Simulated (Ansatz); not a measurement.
MgS under changes of volume

One of the cells (18.192 Å³/atom); the others are scaled copies at fixed shape and fractional positions:

```
S Mg
1.0
     0.00000    2.63004    2.63004
     2.63004    0.00000    2.63004
     2.63004    2.63004    0.00000
S Mg
1 1
Direct
  0.25000 0.25000 0.25000
  0.00000 0.00000 0.00000
```

The cell comes from a database or a generator and needn't be the stable form of this composition.

- Program: Ansatz 0.2.0
- Functional: PBE0
- Potentials or basis: Ansatz PAW
- Cutoff: 420 eV (not typed: the program's choice for these potentials)
- k mesh: 6 × 6 × 6
- Occupations: gaussian, width 0.05 eV
- Spin: no spin polarisation

```csv
volume (Å³/atom),energy over the lowest point (meV/atom),pressure (GPa),gap on the mesh (eV)
17.101,?,?,?
17.464,219.77,26.2,5.26
17.828,163.66,23.2,5.29
18.192,114.16,20.4,5.32
18.556,70.71,17.9,5.35
18.920,32.81,15.5,5.38
19.284,0.00,13.4,5.41
```

Problem. What does the run at 17.101 Å³/atom give?

Solution. Energy over the lowest point 283.09 meV/atom; pressure 29.6 GPa; gap on the mesh 5.22 eV.

Worked out: A Birch-Murnaghan fit of order 3 (a polynomial in V^(-2/3)) to the other rows has no minimum within the range. It gives 282.92 meV/atom at 17.101 Å³/atom, against the run's 283.09, and -dE/dV = 29.6 GPa, against 29.6. A straight line through the other rows of the gap, of slope 1.51 eV per unit of ln V, extrapolates to 5.23 eV, against the run's 5.22.

Energies are extrapolated to zero smearing.

Caveats: the PAW data sets come from PBE, with cores solved anew for the run's functional, which leaves a small shift of forces and pressure; the thresholds are loose for stress.

A mesh can miss the band edges.
